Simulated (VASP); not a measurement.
PbF2 (Fluorocronite):

```
Pb F
1.0
     0.00000    2.96366    2.96366
     2.96366    0.00000    2.96366
     2.96366    2.96366    0.00000
Pb F
1 2
Direct
  0.00000 0.00000 0.00000
  0.25000 0.25000 0.25000
  0.75000 0.75000 0.75000
```

| Item | Value |
| --- | --- |
| Program | VASP 6.6.1 |
| Task | relaxation of cell and atoms |
| Functional | PBE |
| Potentials or basis | VASP PAW PBE potentials, release 64 (Pb_d, F) |
| Cutoff | 600 eV |
| k mesh | 8 × 8 × 8 |
| Occupations | gaussian, width 0.03 eV |
| Spin | no spin polarisation |

At the start: pressure 2.4 GPa; volume 17.35 Å³/atom.

**Question.** How do energy, volume and symmetry change on relaxing?

**Answer.** Over 3 steps the energy falls by 4.4 meV/atom and the volume is 17.95 Å³/atom (+3.4 %); space group Fm-3m (No. 225, to 0.05 Å).

Step by step:
```
step  energy change (eV)  largest force (eV/Å)  pressure (GPa)  volume (Å³)
   1              0.0000                0.0000            2.44        52.06
   2             -0.0129                0.0000           -0.29        54.08
   3             -0.0131                0.0000            0.01        53.84
```

Final structure:
```
Pb F
1.0
     0.00000    2.99707    2.99707
     2.99707    0.00000    2.99707
     2.99707    2.99707    0.00000
Pb F
1 2
Direct
  0.00000 0.00000 0.00000
  0.25000 0.25000 0.25000
  0.75000 0.75000 0.75000
```
